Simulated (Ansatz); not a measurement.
# TiAl: the cost of one run

Method: DFT PBE, scalar-relativistic, plane waves, PAW, in Ansatz 0.2.0.

3 further runs of the same task are left out: 2 that didn't finish, 1 set aside as unsound or not needed.

## 1. The structure to begin with

It takes space group P4/mmm (No. 123, tetragonal). The conventional cell has a = 2.822 Å, b = 2.822 Å, c = 4.077 Å, α = 90.00°, β = 90.00°, γ = 90.00°. Ti (site symmetry 4/mmm) is surrounded by 4 Ti at 2.82 Å and 8 Al at 2.85 Å. Al (site symmetry 4/mmm) has 4 Al at 2.82 Å and 8 Ti at 2.85 Å as nearest neighbours.

Structure file:

```
Ti Al
1.0
     2.82209    0.00000    0.00000
     0.00000    2.82209    0.00000
     0.00000    0.00000    4.07677
Ti Al
1 1
Direct
  0.00000 0.00000 0.00000
  0.50000 0.50000 0.50000
```

It is the result of an earlier relaxation at this level (volume 16.23 Å³/atom; gap on the mesh: none (metal)).

## 2. The reference cell

The reference gives a free energy of -3037.9897 eV, pressure 0.03 GPa, largest force 0.000 eV/Å and gap on the mesh none (metal). It was computed beforehand with the settings of the runs below.

## 3. The scan: a two-dimensional strain map

The cell is strained by p along both x and y and by q along z, with fractional coordinates fixed.

## 4. Point p = -0.050, q = -0.050

Contents of input.yaml:

```yaml
crystal:
  lattice:
    - [2.6809868351, 0.0, 0.0]
    - [0.0, 2.6809868351, 0.0]
    - [0.0, 0.0, 3.8729268687]
  atoms:
    - { symbol: Ti, position: [0.0, 0.0, 0.0] }
    - { symbol: Al, position: [0.5, 0.5, 0.5] }
basis:
  ecutwfc: 420
kpoints:
  mp_grid: { grid: [22, 22, 16] }
hamiltonian:
  xc: pbe
scf:
  occupations: { method: gaussian, width: 0.15 }
output:
  forces: true
  stress: true
  eigenvalues: true
```

Command:

```console
ansatz run input.yaml --threads 2 --pin off --max-ram 5120MiB --backend cpu --events-out ev --progress --plain --runs-dir out
```

Q: Estimate wall time and peak memory on 2 threads of Intel Xeon at 2.50GHz (Skylake/Cascade Lake), shared host.

About 18 s, with a peak of 0.52 GiB.
